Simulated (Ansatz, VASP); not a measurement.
## One calculation of MgS, two programs

```
Mg S
1.0
     0.00000    2.56649    2.56649
     2.56649    0.00000    2.56649
     2.56649    2.56649    0.00000
Mg S
1 1
Direct
  0.00000 0.00000 0.00000
  0.50000 0.50000 0.50000
```

Change from the starting cell: volume scaled by 0.96, crystal datasets.

Alike in both runs: task electric field gradients; functional LDA; k mesh 8 × 8 × 8; occupations fermi-dirac, width 0.01 eV; no spin polarisation.

|  | VASP | Ansatz |
| --- | --- | --- |
| version | VASP 6.6.1 | Ansatz 0.2.0 |
| potentials or method | VASP PAW LDA potentials, release 64 (Mg, S), cutoff 520 eV | all-electron PAW with datasets made for the crystal, scalar-relativistic |

Ansatz gave:

```
gap on the k mesh at the Fermi level (eV)                      : 2.65
pressure (GPa)                                                 : -0.2
Vzz of the field gradient on the site that differs most (V/Å²) : 0.0
```

Q: Estimate VASP's values.

A: gap on the k mesh at the Fermi level (eV): 2.64; pressure (GPa): -0.8; Vzz of the field gradient on the site that differs most (V/Å²): 0.0.

Ansatz ran all-electron here, so the differences hold the error of VASP's frozen core and of both bases.

A k mesh can miss the band edges.
